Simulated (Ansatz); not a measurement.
# AlRu (Pm-3m) under biaxial strain in the (001) plane, part 2 of 2

Aim: how do the optical modes of AlRu (Pm-3m) shift and split under this strain?

Ansatz 0.2.0; DFT LDA, scalar-relativistic, plane waves, PAW; PAW set soft_1.

So far, highest optical mode at the zone centre (no LO-TO term) (cm⁻¹): step 5 (zone-centre response at rest) 325; step 7 (strain 4 %) 299.

**8. Relaxation of a member: biaxial strain of -4 % in the (001) plane (continued)**

Step by step:

```
step  energy less that of the first step (eV)  largest force component (eV/Å)  pressure (GPa)  volume (Å³)
   1                                   0.0000                          0.0000           13.66        24.50
   2                                  -0.0033                          0.0000           10.73        24.78
   3                                  -0.0033                          0.0000           10.64        24.78
  4*                                  -0.0036                          0.0000           10.65        24.78
   5                                  -0.0036                          0.0000           10.63        24.79
  6*                                  -0.0036                          0.0000           10.63        24.79
```

Relaxation steps marked * repeat the geometry before them on a plane-wave basis chosen anew for their cell, so energy and pressure can jump there.

The run keeps the 16 symmetry operations that it works with, so distortions that break them were not tested.

```
conventional cell, symmetrised  before  after  change
                         a (Å)   2.835  2.835  +0.0 %
                         b (Å)   2.835  2.835  +0.0 %
                         c (Å)   3.048  3.083  +1.2 %
              volume (Å³/atom)   12.25  12.39  +1.2 %
```

Final coordinates:

```xyz
2
Lattice="2.8355 0.0000 0.0000 0.0000 2.8355 0.0000 0.0000 0.0000 3.0828" Properties=species:S:1:pos:R:3 pbc="T T T"
Al    0.0000    0.0000    0.0000
Ru    1.4177    1.4177    1.5414
```

This step gave:

```
pressure        : 10.63 GPa
volume per atom : 12.39 Å³
```

The forces vanish by symmetry.

The cell grew by 1.2 % in volume.

**9. Zone-centre modes of the member: biaxial strain of -4 % in the (001) plane**

The zone-centre modes follow for biaxial strain of -4 % in the (001) plane.

input.yaml

```yaml
crystal:
  lattice:
    - [2.8354928275, 0.0, 0.0]
    - [0.0, 2.8354928275, 0.0]
    - [0.0, 0.0, 3.0828057161]
  atoms:
    - { symbol: Al, position: [0.0, 0.0, 0.0] }
    - { symbol: Ru, position: [0.5, 0.5, 0.5] }
kpoints:
  mp_grid: { grid: [16, 16, 16] }
hamiltonian:
  xc: lda
  pseudopotentials: { kind: paw, azcp: { folder: soft_1 }, xc_functional: pbe }
scf:
  occupations: { method: methfessel_paxton, width: 0.2 }
output:
  eigenvalues: true
phonons:
  method: dfpt
```

Launch:

```sh
> ansatz run input.yaml --threads 4 --pin off --max-ram 10240MiB --backend cpu --events-out ev --progress --plain --runs-dir out
```

Run time: 19 s. Hardware: 4 threads of Arm Neoverse V2, shared host; peak memory 0.9 GiB.

This step gave:

```yaml
sum_rule_residual_before_enforcement: 4.78e-5 eV/Å²
highest_optical_mode_at_the_zone_centre_no_lo_to_term: 362.3 cm⁻¹
lowest_optical_zone_centre_mode: 338.6 cm⁻¹
```

Patterns of degenerate modes are one choice out of their space. Modes at Γ, with each element's share of the kinetic energy:

```
mode  frequency (cm⁻¹)  symmetry  Al %  Ru %
   1               0.0  acoustic    21    79
   2               0.0  acoustic    21    79
   3               0.0  acoustic    21    79
   4             338.6        Eu    79    21
   5             338.6        Eu    79    21
   6             362.3       A2u    79    21
```

Displacements in mode 4 (338.6 cm⁻¹), the largest set to 1:
```
Al1  0.00  1.00  0.00
Ru2  0.00 -0.27  0.00
```

Displacements in mode 6 (362.3 cm⁻¹), the largest set to 1:
```
Al1  0.00  0.00  1.00
Ru2  0.00  0.00 -0.27
```

The lowest optical mode is real, 339 cm⁻¹, and the highest lies at 362.3 cm⁻¹.

Between step 5 and this run (strain -4 %) the value for the highest optical mode at the zone centre (no LO-TO term) moves from 325 cm⁻¹ to 362 cm⁻¹ (+11 %).

**10. All members side by side**

The members are set side by side, also those not shown above.

Stress is positive in compression; energies are extrapolated to zero smearing, and E0 is that at rest; the edges not held and the atoms are relaxed in each cell; all runs use 16×16×16 k points and Methfessel-Paxton smearing of 0.2 eV. State of the crystal along the series:

```
strain (%)  in-plane stress (GPa)  free strain along [001] (%)  E - E0 (meV/atom)
        -4                  15.95                        4.373               49.6
        -3                  11.66                        3.183              27.48
        -2                  7.606                        2.049              12.04
        -1                  3.715                       0.9919              2.962
         0                0.00369                            0                  0
         1                 -3.511                      -0.9325              2.856
         2                 -6.831                        -1.81               11.2
         3                 -9.997                       -2.623              24.76
         4                 -13.02                        -3.37              43.32
```

Optical modes are counted from below at rest and tracked from member to member by their patterns, and modes that stay within 0.3 cm⁻¹ of each other stand once; labels, where given, are those at rest; the edges not held and the atoms are relaxed in each cell; all runs use 16×16×16 k points and Methfessel-Paxton smearing of 0.2 eV. Optical modes along the series:

```
strain (%)  optical mode 1 T1u, singlet (cm⁻¹)  optical mode 2 T1u, doublet (cm⁻¹)
        -4                               362.3                               338.6
        -3                               353.6                               336.6
        -2                               344.5                               333.8
        -1                               335.1                                 330
         0                               325.4                               325.4
         1                               315.4                               319.8
         2                               305.5                               313.6
         3                               295.5                               306.6
         4                               285.7                               298.8
```

Value and slope at zero strain of a cubic (a lower polynomial where under five rows exist) through the rows within 2 % of rest. Slopes at rest:

```
                       mode  frequency (cm⁻¹)  shift per percent of strain (cm⁻¹)  shift per GPa of compressive stress (cm⁻¹)
optical mode 1 T1u, singlet             325.3                               -9.82                                        2.72
optical mode 2 T1u, doublet             325.3                               -5.12                                        1.42
```

**11. What came out**

| Item | Value |
| --- | --- |
| members | 9 |
| highest optical mode at the zone centre (no LO-TO term), at rest | 325.4 cm⁻¹ |
| biaxial modulus in the (001) plane | 361 GPa |
| optical mode 1 T1u, singlet, shift per percent | -9.82 cm⁻¹ |
| optical mode 2 T1u, doublet, shift per percent | -5.12 cm⁻¹ |

What this shows: The stress changes by 3.61 GPa for each percent, a biaxial modulus of 361 GPa in the (001) plane. For each percent the free edge responds with -0.96 %. The strain lowers the symmetry: the level at 325.4 cm⁻¹ splits, into 362.3 and 338.6 cm⁻¹ at -4 %. The fastest shift in the table of slopes is -9.8 cm⁻¹ for each percent (optical mode 1 T1u, singlet), or 2.7 cm⁻¹ for each GPa of compressive stress. For small strain, the measured shift of a line that Raman or infrared light can see, divided by its slope, estimates the stress, if the state of stress is of this kind. These are harmonic frequencies at zero temperature: anharmonic shifts, linewidths and thermal expansion are left out. With no gap, or one that is small against the smearing, the frequencies hang on the k mesh and the smearing, most of all near Kohn anomalies. The runs are without spin polarisation, although the cell has an odd electron count. The PAW files were made for PBE; the program adapts parts of them to the functional of the run, but their partial waves stay those of PBE, an approximation that was not tested in this session. Only the zone centre was solved, so an instability at another wavevector cannot show here.

[Logs are printed without paths, hosts, clocks, repeated set-up lines and the standing remarks that a program may print on its own settings, such as how far it seeks lower states.]

[Hosts, paths, dates, database ids (printed as entryN), source tags and the programs' standing remarks are cut or masked in the printed files.]
